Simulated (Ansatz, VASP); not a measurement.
Two plane-wave programs on Re

```
CELL_PARAMETERS angstrom
0.00000 2.07375 1.97500
2.07375 0.00000 1.97500
2.07375 2.07375 0.00000
ATOMIC_POSITIONS crystal
Re 0.00000 0.00000 0.00000
```

Change from the starting cell: strain +0.050 along x and y, +0.000 along z, atoms carried along.

Alike in both runs: task single point; functional PBE; k mesh 20 × 20 × 20; occupations gaussian, width 0.15 eV; no spin polarisation.

|  | VASP | Ansatz |
| --- | --- | --- |
| version | VASP 6.6.1 | Ansatz 0.2.0 |
| potentials or method | VASP PAW PBE potentials, release 64 (Re) | scalar-relativistic, plane waves, PAW |
| plane-wave cutoff (eV) | 520 | 420 |
| valence electrons in the cell | 7 | 15 |

Ansatz gave:

| Quantity | Value |
| --- | --- |
| gap on the k mesh at the Fermi level (eV) | none |
| pressure (GPa) | -33.7 |
| largest component of the traceless stress (GPa) | 6.09 |

Problem. What did VASP give for the same quantities?

Solution. gap on the k mesh at the Fermi level (eV): none; pressure (GPa): -34.6; largest component of the traceless stress (GPa): 6.05.

A gap of «none» marks a metal or a gap that the smearing closes. With one functional, cell and mesh, what is left measures potentials, basis and numerics. The two sets of potentials don't hold the same shells in valence.

Caveats: the cell as given lies far from equilibrium; so large a pressure means that the cell lies far from this level's equilibrium, or that cutoff or potentials fall short (VASP). The runs have no spin-orbit coupling, so splittings on Re are missing.
